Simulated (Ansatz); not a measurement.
Results of PBE0 in Ansatz (PAW) for α-phase Li3N.

Run with plane-wave cutoff 460 eV, 9×9×8 k mesh (along the axes of the cell as run), Fermi–Dirac smearing 0.01 eV, scalar-relativistic PAW data made under PBE.

Cell (measured lattice):

```xyz
4
Lattice="-1.8260 -3.1627 0.0000 -1.8260 3.1627 0.0000 0.0000 0.0000 -3.8660" Properties=species:S:1:pos:R:3 pbc="T T T"
Li    -1.8260     1.0542     0.0000
Li    -1.8260    -1.0542     0.0000
Li     0.0000     0.0000    -1.9330
N      0.0000     0.0000     0.0000
```

**Question.** Estimate the band gap that the calculation returns.

**Answer.** 
- band gap: 2.60 eV (on the SCF k mesh)

Measured, for comparison: band gap 2.15 eV (4 K, zero-point motion not removed, indirect, optical absorption, E parallel c; as tabulated in Brendecke and Bludau (1979), doi:10.1063/1.326533). Computed (rounded) less measured: band gap +0.45 eV.

Note: cell and atoms aren't relaxed at this level (pressure -2.1 GPa).

The computed numbers hold no vibrational or temperature effects.

Cost on a shared machine: roughly 110 core-seconds.

Ansatz is a first-principles code.
